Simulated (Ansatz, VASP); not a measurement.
## HfC in VASP and in Ansatz

The input INCAR:

```
PREC = Accurate
ENCUT = 520
EDIFF = 1E-6
ISMEAR = -1
SIGMA = 0.05
LREAL = False
LASPH = True
NELM = 80
ALGO = Normal
ISIF = 2
LWAVE = False
LCHARG = False
GGA = PS
NBANDS = 22
```

File KPOINTS:

```
regular mesh
0
Gamma
  8 8 6
```

File POSCAR:

```
HfC
1.0
    3.3428660531      0.0000000000      0.0000000000
   -1.6714330265      2.8950069234      0.0000000000
    0.0000000000      0.0000000000      5.2027140000
Hf C
2 2
Direct
    0.3333333333      0.6666666667      0.2500000000
    0.6666666667      0.3333333333      0.7500000000
    0.0000000000      0.0000000000      0.5000000000
    0.0000000000      0.0000000000      0.0000000000
```

File input.yaml:

```yaml
crystal:
  lattice:
    - [3.3428660531, 0.0, 0.0]
    - [-1.6714330265, 2.8950069234, 0.0]
    - [0.0, 0.0, 5.202714]
  atoms:
    - { symbol: Hf, position: [0.3333333333, 0.6666666667, 0.25] }
    - { symbol: Hf, position: [0.6666666667, 0.3333333333, 0.75] }
    - { symbol: C, position: [0.0, 0.0, 0.5] }
    - { symbol: C, position: [0.0, 0.0, 0.0] }
hamiltonian:
  xc: pbesol
  pseudopotentials: { kind: paw }
kpoints:
  mp_grid: { grid: [8, 8, 6] }
scf:
  occupations: { method: fermi_dirac, width: 0.05 }
  n_extra_bands: 10
output:
  forces: true
  stress: true
  eigenvalues: true
  dos: { projected: false, de: 0.05, nscf_kmesh: { grid: [12, 12, 9] } }
```

The cell comes from a database or a generator and needn't be the stable form of this composition.

Alike in both runs: functional PBEsol; k mesh 8 × 8 × 6; occupations fermi-dirac, width 0.05 eV; no spin polarisation.

|  | VASP | Ansatz |
| --- | --- | --- |
| version | VASP 6.6.1 | Ansatz 0.2.0 |
| potentials or method | VASP PAW PBE potentials, release 64 (Hf_pv, C) | Ansatz PAW |
| plane-wave cutoff (eV) | 520 | 420 |
| valence electrons in the cell | 28 | 60 |
| task | single point | density of states |

|  | VASP | Ansatz | Ansatz less VASP |
| --- | --- | --- | --- |
| gap on the k mesh at the Fermi level (eV) | none | none | - |
| pressure (GPa) | -7.9 | -7.4 | +0.51 |
| largest component of the traceless stress (GPa) | 1.66 | 1.67 | +0.006 |

A gap of «none» marks a metal or a gap that the smearing closes. The two sets of potentials don't hold the same shells in valence.

Caveats: the PAW data sets were made with another functional, which shifts forces and pressure a little (VASP); the PAW data sets come from PBE, with cores solved anew for the run's functional, which leaves a small shift of forces and pressure (Ansatz); the density of states is complete only up to the lowest level of the last band computed (Ansatz). Spin-orbit coupling is left out, which matters for the levels of Hf.
